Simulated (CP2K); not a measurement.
# BeS (F-43m) in CP2K: equation of state

Aim: energy against volume of BeS in PBE, for its equilibrium volume and stiffness.

Everything below comes from runs of CP2K 2026.2. Logs are shortened: lines on timing, memory, paths and dates and some standing lists are left out, and cuts for length are marked.

**1. The structure**

It takes space group F-43m (No. 216, cubic). Conventional cell: a = 4.850 Å, b = 4.850 Å, c = 4.850 Å, α = 90.00°, β = 90.00°, γ = 90.00°. S (site symmetry -43m) is surrounded by 4 Be at 2.10 Å. Around Be (site symmetry -43m) lie 4 S at 2.10 Å.

**2. Single point, PBE, 14.26 Å³/atom**

File bes_eos.inp:

```
&GLOBAL
  PROJECT bes_eos
  RUN_TYPE ENERGY_FORCE
  PRINT_LEVEL LOW
&END GLOBAL
&FORCE_EVAL
  METHOD QS
  STRESS_TENSOR ANALYTICAL
  &DFT
    BASIS_SET_FILE_NAME BASIS_MOLOPT_UZH
    POTENTIAL_FILE_NAME POTENTIAL_UZH
    &MGRID
      CUTOFF 850
      REL_CUTOFF 60
      NGRIDS 5
    &END MGRID
    &QS
      METHOD GPW
      EPS_DEFAULT 1.0E-10
    &END QS
    &KPOINTS
      SCHEME MONKHORST-PACK 9 9 9
      GAMMA_CENTERED T
      SYMMETRY T
      SYMMETRY_BACKEND SPGLIB
    &END KPOINTS
    &SCF
      SCF_GUESS ATOMIC
      EPS_SCF 1.0E-6
      MAX_SCF 100
      ADDED_MOS 10
      CHOLESKY OFF
      EPS_EIGVAL 1.0E-7
      &DIAGONALIZATION ON
        ALGORITHM STANDARD
      &END DIAGONALIZATION
      &MIXING ON
        METHOD BROYDEN_MIXING
        ALPHA 0.4
        BETA 1.5
        NBUFFER 8
      &END MIXING
      &SMEAR ON
        METHOD FERMI_DIRAC
        ELECTRONIC_TEMPERATURE [K] 580.226
      &END SMEAR
    &END SCF
    &XC
      &XC_FUNCTIONAL PBE
      &END XC_FUNCTIONAL
    &END XC
    &PRINT
      &KPOINTS ON
      &END KPOINTS
      &MULLIKEN ON
      &END MULLIKEN
      &MO ON
        ENERGIES T
        OCCUPATION_NUMBERS T
        &EACH
          QS_SCF 0
        &END EACH
        ADD_LAST NUMERIC
      &END MO
    &END PRINT
  &END DFT
  &SUBSYS
    &CELL
      A 3.4294678888 0.0000000000 0.0000000000
      B 1.7147339444 2.9700063131 0.0000000000
      C 1.7147339444 0.9900021044 2.8001488056
      PERIODIC XYZ
    &END CELL
    &COORD
      S   5.1442018332 2.9700063131 2.1001116042
      Be  0.0000000000 0.0000000000 0.0000000000
    &END COORD
    &KIND S
      BASIS_SET TZVP-MOLOPT-PBE-GTH-q6
      POTENTIAL GTH-PBE-q6
    &END KIND
    &KIND Be
      BASIS_SET TZVP-MOLOPT-PBE-GTH-q4
      POTENTIAL GTH-PBE-q4
    &END KIND
    &PRINT
      &ATOMIC_COORDINATES ON
      &END ATOMIC_COORDINATES
      &CELL ON
      &END CELL
    &END PRINT
  &END SUBSYS
  &PRINT
    &FORCES ON
    &END FORCES
    &STRESS_TENSOR ON
    &END STRESS_TENSOR
  &END PRINT
&END FORCE_EVAL
```

Potentials or basis: POTENTIAL_UZH S GTH-PBE-q6, Be GTH-PBE-q4; TZVP-MOLOPT-PBE-GTH basis.

On the command line:

```
> OMP_NUM_THREADS=1 cp2k.psmp -i bes_eos.inp -o bes_eos.out
```

bes_eos.out:

```text

 CP2K| version string:                                       CP2K version 2026.2
 CP2K| Input file name                                               bes_eos.inp

 GLOBAL| Force Environment number                                              1
 GLOBAL| Basis set file name                                    BASIS_MOLOPT_UZH
 GLOBAL| Potential file name                                       POTENTIAL_UZH
 GLOBAL| MM Potential file name                                     MM_POTENTIAL
 GLOBAL| Coordinate file name                                      __STD_INPUT__
 GLOBAL| Method name                                                        CP2K
 GLOBAL| Project name                                                    bes_eos
 GLOBAL| Run type                                                   ENERGY_FORCE
 GLOBAL| FFT library                                                       FFTW3
 GLOBAL| Diagonalization library                                       ScaLAPACK
 GLOBAL| Cholesky decomposition library                                ScaLAPACK
 GLOBAL| DGEMM library                                                      BLAS
 GLOBAL| Direct generalized diagonalization requested                          F
 GLOBAL| Matrix multiplication library                                 ScaLAPACK
 GLOBAL| Global print level                                                  LOW
 GLOBAL| Total number of message passing processes                             1
 GLOBAL| Number of threads for this process                                    1
 GLOBAL| CPU model name                                                  UNKNOWN

 CELL| Volume [angstrom^3]:                                            28.521031
 CELL| Vector a [angstrom]:       3.429     0.000     0.000   |a| =     3.429468
 CELL| Vector b [angstrom]:       1.715     2.970     0.000   |b| =     3.429468
 CELL| Vector c [angstrom]:       1.715     0.990     2.800   |c| =     3.429468
 CELL| Angle (b,c), alpha [degree]:                                    60.000000
 CELL| Angle (a,c), beta  [degree]:                                    60.000000
 CELL| Angle (a,b), gamma [degree]:                                    60.000000
 CELL| Numerically orthorhombic:                                              NO
 CELL| Periodicity                                                           XYZ

 CELL_REF| Volume [angstrom^3]:                                        28.521031
 CELL_REF| Vector a [angstrom     3.429     0.000     0.000   |a| =     3.429468
 CELL_REF| Vector b [angstrom     1.715     2.970     0.000   |b| =     3.429468
 CELL_REF| Vector c [angstrom     1.715     0.990     2.800   |c| =     3.429468
 CELL_REF| Angle (b,c), alpha [degree]:                                60.000000
 CELL_REF| Angle (a,c), beta  [degree]:                                60.000000
 CELL_REF| Angle (a,b), gamma [degree]:                                60.000000
 CELL_REF| Numerically orthorhombic:                                          NO
 CELL_REF| Periodicity                                                       XYZ

 GENERATE|  Preliminary Number of Bonds generated:                             0
 GENERATE|  Achieved consistency in connectivity generation.

 *******************************************************************************
 *******************************************************************************
 **            Copyright (C) by CP2K developers group (2000-2026)             **
 *******************************************************************************

 TOTAL NUMBERS AND MAXIMUM NUMBERS

  Total number of            - Atomic kinds:                                   2
                             - Atoms:                                          2
                             - Shell sets:                                     2
                             - Shells:                                        12
                             - Primitive Cartesian functions:                 10
                             - Cartesian basis functions:                     25
                             - Spherical basis functions:                     24

  Maximum angular momentum of- Orbital basis functions:                        2
                             - Local part of the GTH pseudopotential:          6
                             - Non-local part of the GTH pseudopotential:      2

 MODULE QUICKSTEP: ATOMIC COORDINATES IN ANGSTROM

   Atom Kind Element         X             Y             Z       Z(eff)     Mass
      1    1 S    16      5.144202      2.970006      2.100112   6.0000  32.0650
      2    2 Be    4      0.000000      0.000000      0.000000   4.0000   9.0122

 SCF PARAMETERS         Density guess:                                    ATOMIC
[... 37 lines left out ...]
 BRILLOUIN|     2           0.03292       -0.44444       -0.44444       -0.33333
 BRILLOUIN|     3           0.03292       -0.44444       -0.44444       -0.22222
 BRILLOUIN|     4           0.03292       -0.44444       -0.44444       -0.11111
 BRILLOUIN|     5           0.00823       -0.44444       -0.44444        0.00000
 BRILLOUIN|     6           0.01646       -0.44444       -0.44444        0.11111
[... 27 lines left out ...]
 BRILLOUIN|    34           0.00823       -0.11111       -0.11111        0.00000
 BRILLOUIN|    35           0.00137        0.00000        0.00000        0.00000
 *******************************************************************************

 Extrapolation method: initial_guess

 Number of electrons:                                                         10
 Number of occupied orbitals:                                                  5
 Number of molecular orbitals:                                                15

 Number of orbital functions:                                                 24
 Number of independent orbital functions:                                     24

 SCF WAVEFUNCTION OPTIMIZATION

  Step     Update method      Time    Convergence         Total energy    Change
  ------------------------------------------------------------------------------
     1 NoMix/Diag. 0.40E+00    1.1     1.56697173       -25.1737390790 -2.52E+01
     2 Broy./Diag. 0.40E+00    1.1     0.01149978       -24.7050172535  4.69E-01
     3 Broy./Diag. 0.40E+00    1.1     0.02550216       -24.8019042379 -9.69E-02
     4 Broy./Diag. 0.40E+00    1.1     0.01000611       -24.9367976532 -1.35E-01
     5 Broy./Diag. 0.40E+00    1.1     0.00410288       -24.9473615903 -1.06E-02
     6 Broy./Diag. 0.40E+00    1.1     0.00138289       -24.9510480659 -3.69E-03
     7 Broy./Diag. 0.40E+00    1.1     0.00003747       -24.9521450693 -1.10E-03
     8 Broy./Diag. 0.40E+00    1.1     0.00012540       -24.9530374095 -8.92E-04
     9 Broy./Diag. 0.40E+00    1.1     0.00001790       -24.9533123310 -2.75E-04
    10 Broy./Diag. 0.40E+00    1.1     0.00000505       -24.9532996094  1.27E-05
    11 Broy./Diag. 0.40E+00    1.1     0.00000500       -24.9532340995  6.55E-05
    12 Broy./Diag. 0.40E+00    1.1     0.00000092       -24.9532348465 -7.47E-07

  *** SCF run converged in    12 steps ***

  Electronic density on regular grids:         -9.9999999996        0.0000000004
  Core density on regular grids:                9.9999999990       -0.0000000010
  Total charge density on r-space grids:       -0.0000000005
  Total charge density g-space grids:          -0.0000000005

  Overlap energy of the core charge distribution:               0.00000000000191
  Self energy of the core charge distribution:                -38.06067879640203
  Core Hamiltonian energy:                                      5.86131539675191
  Hartree energy:                                              12.36678620475650
  Exchange-correlation energy:                                 -5.12065765162079
  Electronic entropic energy:                                  -0.00000000000000
  Fermi energy:                                                 0.24061638965884

  Total energy:                                               -24.95323484651250
  Total energy (extrapolated to T->0):                        -24.95323484651250

 MO| EIGENVALUES AND OCCUPATION NUMBERS FOR K POINT 1
 MO|
 MO|  Index      Eigenvalue [a.u.]        Eigenvalue [eV]             Occupation
 MO|      1              -3.496871             -95.154712               2.000000
 MO|      2              -0.292490              -7.959052               2.000000
 MO|      3              -0.053919              -1.467202               2.000000
 MO|      4               0.118053               3.212398               2.000000
 MO|      5               0.118053               3.212399               2.000000
 MO|      6               0.357570               9.729981               0.000000
 MO|      7               0.427108              11.622196               0.000000
 MO|      8               0.427108              11.622198               0.000000
 MO|      9               0.616695              16.781125               0.000000
 MO|     10               0.763894              20.786619               0.000000
 MO|     11               0.770325              20.961619               0.000000
 MO|     12               0.770325              20.961620               0.000000
 MO|     13               0.961187              26.155236               0.000000
[... 277 lines left out ...]
 MO|      5               0.054386               1.479917               2.000000
 MO|      6               0.379550              10.328072               0.000000
 MO|      7               0.444357              12.091580               0.000000
 MO|      8               0.554261              15.082200               0.000000
 MO|      9               0.572470              15.577714               0.000000
 MO|     10               0.678709              18.468601               0.000000
 MO|     11               0.746940              20.325258               0.000000
 MO|     12               0.843407              22.950285               0.000000
 MO|     13               0.912709              24.836073               0.000000
 MO|     14               0.986696              26.849351               0.000000
 MO|     15               1.201761              32.701568               0.000000
 MO| Sum:                                                              10.000000
 MO| E(Fermi):            0.240616 a.u.          6.547505 eV
 MO| Band gap:            0.325164 a.u.          8.848156 eV

 [... the levels of further k-points ...]

 !-----------------------------------------------------------------------------!
                     Mulliken Population Analysis

 #  Atom  Element  Kind  Atomic population                           Net charge
       1     S        1          6.616906                             -0.616906
       2     Be       2          3.383094                              0.616906
 # Total charge                             10.000000                 -0.000000

 !-----------------------------------------------------------------------------!

 ENERGY| Total FORCE_EVAL ( QS ) energy [hartree]            -24.953234321176616

 FORCES| Atomic forces [hartree/bohr]
 FORCES|   Atom     x               y               z               |f|
 FORCES|      1 -1.82945090E-08 -9.36328717E-09 -1.72441616E-08   2.68276223E-08
 FORCES|      2  1.69438857E-08  8.58363486E-09  1.66927318E-08   2.52867820E-08
 FORCES| Sum    -1.35062337E-09 -7.79652311E-10 -5.51429780E-10
 FORCES| Total atomic force                                       1.65412092E-09

 STRESS| Analytical stress tensor [bar]
 STRESS|                        x                   y                   z
 STRESS|      x        2.81054994503E+04   1.91051104179E+00   1.34417419638E+00
 STRESS|      y        1.91051104179E+00   2.81029005013E+04   8.30635238294E-01
 STRESS|      z        1.34417419638E+00   8.30635238294E-01   2.81028859572E+04
 STRESS| 1/3 Trace                                             2.81037619696E+04
 STRESS| Determinant                                           2.21969534232E+13

 STRESS| Eigenvectors and eigenvalues of the analytical stress tensor [bar]
 STRESS|                        1                   2                   3
 STRESS| Eigenvalues   2.81018664685E+04   2.81023188416E+04   2.81071005988E+04
 STRESS|      x          -0.392208653500     -0.408001088143      0.824443742285
 STRESS|      y           0.895077653518      0.037433820917      0.444336250181
 STRESS|      z          -0.212151752980      0.912213692687      0.350510788111
```

Wall time 16 s (1 thread of Arm Neoverse V1, shared host); peak memory 0.32 GiB.

Results:

| Item | Value |
| --- | --- |
| Free energy | -679.0120 eV |
| Pressure | 2.8 GPa |
| Band gap on the k mesh | 4.28 eV, indirect (least direct gap 5.78 eV) |
| Mulliken charges | S -0.62; Be +0.62 e |

Caveat: Mulliken charges move with the basis; an odd mesh through Γ misses points on the zone boundary, where band edges often lie; the basis of atomic orbitals isn't converged, which shifts pressures, moduli and gaps.

**3. Single point, PBE, 13.98 Å³/atom (volume scaled by 0.98)**

Changes to bes_eos.inp since step 2:

```diff
@@ -11,2 +11,3 @@
     POTENTIAL_FILE_NAME POTENTIAL_UZH
+    WFN_RESTART_FILE_NAME previous-RESTART.kp
     &MGRID
@@ -27,3 +28,3 @@
     &SCF
-      SCF_GUESS ATOMIC
+      SCF_GUESS RESTART
       EPS_SCF 1.0E-6
@@ -68,5 +69,5 @@
     &CELL
-      A 3.4294678888 0.0000000000 0.0000000000
-      B 1.7147339444 2.9700063131 0.0000000000
-      C 1.7147339444 0.9900021044 2.8001488056
+      A 3.4064506323 0.0000000000 0.0000000000
+      B 1.7032253161 2.9500727842 0.0000000000
+      C 1.7032253161 0.9833575948 2.7813552943
       PERIODIC XYZ
@@ -74,3 +75,3 @@
     &COORD
-      S   5.1442018332 2.9700063131 2.1001116042
+      S   5.1096759484 2.9500727843 2.0860164707
       Be  0.0000000000 0.0000000000 0.0000000000
```

Potentials or basis: POTENTIAL_UZH S GTH-PBE-q6, Be GTH-PBE-q4; TZVP-MOLOPT-PBE-GTH basis.

On the command line:

```
> OMP_NUM_THREADS=1 cp2k.psmp -i bes_eos.inp -o bes_eos.out
```

It took 12 s on 1 thread of Arm Neoverse V1, shared host; peak memory 0.29 GiB.

It converged, with:

| Quantity | Value |
| --- | --- |
| Free energy | -678.9983 eV |
| Pressure | 4.9 GPa |
| Band gap on the k mesh | 4.23 eV, indirect (least direct gap 5.92 eV) |
| Mulliken charges | S -0.61; Be +0.61 e |

Caveat: Mulliken charges move with the basis; an odd mesh through Γ misses points on the zone boundary, where band edges often lie; the basis of atomic orbitals isn't converged, which shifts pressures, moduli and gaps.

**4. Single point, PBE, 14.55 Å³/atom (volume scaled by 1.02)**

Changes to bes_eos.inp since step 3:

```diff
@@ -69,5 +69,5 @@
     &CELL
-      A 3.4064506323 0.0000000000 0.0000000000
-      B 1.7032253161 2.9500727842 0.0000000000
-      C 1.7032253161 0.9833575948 2.7813552943
+      A 3.4521802586 0.0000000000 0.0000000000
+      B 1.7260901293 2.9896758023 0.0000000000
+      C 1.7260901293 0.9965586008 2.8186933779
       PERIODIC XYZ
@@ -75,3 +75,3 @@
     &COORD
-      S   5.1096759484 2.9500727843 2.0860164707
+      S   5.1782703879 2.9896758023 2.1140200334
       Be  0.0000000000 0.0000000000 0.0000000000
```

On the command line:

```
> OMP_NUM_THREADS=1 cp2k.psmp -i bes_eos.inp -o bes_eos.out
```

It took 12 s on 1 thread of Arm Neoverse V1, shared host; peak memory 0.32 GiB.

Results (log left out):

| Item | Value |
| --- | --- |
| Free energy | -679.0185 eV |
| Pressure | 0.9 GPa |
| Band gap on the k mesh | 4.33 eV, indirect (least direct gap 5.61 eV) |
| Mulliken charges | S -0.62; Be +0.62 e |

Caveat: Mulliken charges move with the basis; an odd mesh through Γ misses points on the zone boundary, where band edges often lie; the basis of atomic orbitals isn't converged, which shifts pressures, moduli and gaps.

**5. Single point, PBE, 13.69 Å³/atom (volume scaled by 0.96)**

Changes to bes_eos.inp since step 4:

```diff
@@ -69,5 +69,5 @@
     &CELL
-      A 3.4521802586 0.0000000000 0.0000000000
-      B 1.7260901293 2.9896758023 0.0000000000
-      C 1.7260901293 0.9965586008 2.8186933779
+      A 3.3831180464 0.0000000000 0.0000000000
+      B 1.6915590232 2.9298661721 0.0000000000
+      C 1.6915590232 0.9766220574 2.7623043177
       PERIODIC XYZ
@@ -75,3 +75,3 @@
     &COORD
-      S   5.1782703879 2.9896758023 2.1140200334
+      S   5.0746770696 2.9298661721 2.0717282383
       Be  0.0000000000 0.0000000000 0.0000000000
```

On the command line:

```
> OMP_NUM_THREADS=1 cp2k.psmp -i bes_eos.inp -o bes_eos.out
```

Run time: 12 s. Hardware: 1 thread of Arm Neoverse V1, shared host; peak memory 0.29 GiB.

It converged, with:

```
Free energy            : -678.9766 eV
Pressure               : 7.3 GPa
Band gap on the k mesh : 4.17 eV, indirect (least direct gap 5.90 eV)
Mulliken charges       : S -0.61; Be +0.61 e
```

Caveat: Mulliken charges move with the basis; an odd mesh through Γ misses points on the zone boundary, where band edges often lie; the basis of atomic orbitals isn't converged, which shifts pressures, moduli and gaps.

**6. Single point, PBE, 14.83 Å³/atom (volume scaled by 1.04)**

Changes to bes_eos.inp since step 5:

```diff
@@ -69,5 +69,5 @@
     &CELL
-      A 3.3831180464 0.0000000000 0.0000000000
-      B 1.6915590232 2.9298661721 0.0000000000
-      C 1.6915590232 0.9766220574 2.7623043177
+      A 3.4745976416 0.0000000000 0.0000000000
+      B 1.7372988208 3.0090898255 0.0000000000
+      C 1.7372988208 1.0030299419 2.8369970945
       PERIODIC XYZ
@@ -75,3 +75,3 @@
     &COORD
-      S   5.0746770696 2.9298661721 2.0717282383
+      S   5.2118964624 3.0090898255 2.1277478209
       Be  0.0000000000 0.0000000000 0.0000000000
```

Potentials or basis: POTENTIAL_UZH S GTH-PBE-q6, Be GTH-PBE-q4; TZVP-MOLOPT-PBE-GTH basis.

On the command line:

```
> OMP_NUM_THREADS=1 cp2k.psmp -i bes_eos.inp -o bes_eos.out
```

Run time: 12 s. Hardware: 1 thread of Arm Neoverse V1, shared host; peak memory 0.32 GiB.

The run converged. Its results:

```
Free energy            : -679.0184 eV
Pressure               : -0.9 GPa
Band gap on the k mesh : 4.37 eV, indirect (least direct gap 5.45 eV)
Mulliken charges       : S -0.62; Be +0.62 e
```

Caveat: Mulliken charges move with the basis; an odd mesh through Γ misses points on the zone boundary, where band edges often lie; the basis of atomic orbitals isn't converged, which shifts pressures, moduli and gaps.

[end of part 1 of 2]
